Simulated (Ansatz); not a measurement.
Consider the following.

Relaxed CsBr (CsCl type):

```yaml
crystal:
  lattice:
    - [8.64696, 0.00000, 0.00000]
    - [0.00000, 4.32348, 0.00000]
    - [0.00000, 0.00000, 4.32348]
  atoms:
    - { symbol: Cs, position: [0.00000, 0.00000, 0.00000] }
    - { symbol: Cs, position: [0.50000, 0.00000, 0.00000] }
    - { symbol: Br, position: [0.25000, 0.50000, 0.50000] }
    - { symbol: Br, position: [0.75000, 0.50000, 0.50000] }
```

Two-dimensional scan of atom 4 (Br, nearest neighbour Cs at 3.744 Å; its periodic images, 4.3 Å or more away, move with it): u runs along (1.000, 0.000, 0.000), v along (0.000, 1.000, 0.000) (Cartesian). Cell and other atoms are fixed.

All values below come from r2SCAN (plane waves to 500 eV, PAW, scalar-relativistic; Ansatz, a quantum-chemistry and plane-wave program). k mesh 3×6×6 (Γ-centred), Fermi-Dirac smearing 0.05 eV. Energies are smeared free energies. CsBr was relaxed with its symmetry unable to fall. The zero of ΔE is the undisplaced structure. Axes are in Å.

The scan covers u from -0.940 to 0.940 Å in 7 points and v from -0.940 to 0.940 Å in 7 points.

Q: Is the undisplaced position a minimum, a maximum or a saddle of this map?

A: A minimum.

Q: In which direction of the plane is the atom held most weakly?

A: Along v.

Q: What are the two principal curvatures of the energy at the centre?

A: 0.9 and 1.7 eV/Å².

(For displaced atoms, the force is minus the slope of the energy, and its curvature is a force constant, which sets phonon frequencies.)
